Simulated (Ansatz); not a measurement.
# Fe: stiffness from a series of strains

```xyz
2
Lattice="2.4342 0.0000 0.0000 -1.2171 2.1080 0.0000 0.0000 0.0000 3.8419" Properties=species:S:1:pos:R:3 pbc="T T T"
Fe    0.0000    1.4054    0.9605
Fe    1.2171    0.7027    2.8815
```

Atom numbers follow the list: Fe1, Fe2.

Structure from Materials Project entry mp-136 (possibly hypothetical), not relaxed further.

Spin polarisation is left out, and whether a magnetic state lies lower isn't shown here.

These are results of DFT, PBE, all-electron LAPW, scalar-relativistic (Ansatz 0.2.0), not measurements.

The runs use a Γ-centred 17×17×10 k mesh, Fermi–Dirac smearing of 0.08 eV, basis error target 0.25 meV/atom, no spin polarisation.

The strain is applied along the Cartesian axes of the cell as listed (the other components stay zero). Fractional coordinates are held (clamped ions).

σ is the change of stress from the unstrained cell, which is at 10.81 GPa; tension is positive, so slopes are stress–strain coefficients at that pressure. In a metal the k mesh adds noise.

Only quantities that a quadratic follows smoothly over the whole series are listed; rougher ones are left out.

```tsv
εxx = εyy	σzz (GPa)	σxx (GPa)
-0.0300	-12.06	-29.32
-0.0200	-7.73	-18.43
0.0000	0.00	0.00
0.0100	3.42	7.76
0.0200	6.59	14.66
0.0300	9.54	20.78
```

(1) Fit the series and read off the stiffness at zero strain.

(2) One run, at εxx = εyy = -0.0100, is withheld. Predict its row.

Results:

(1) Least-squares fits y = p0 + p1 x + p2 x² to the rows give σzz (GPa): p1 = 359, p2 = -1400; σxx (GPa): p1 = 832, p2 = -4700. So C13 + C23 = 359 GPa and C11 + C12 = 832 GPa, for these axes.

(2) The fits give -3.75, -8.82; the run gave -3.72, -8.69.
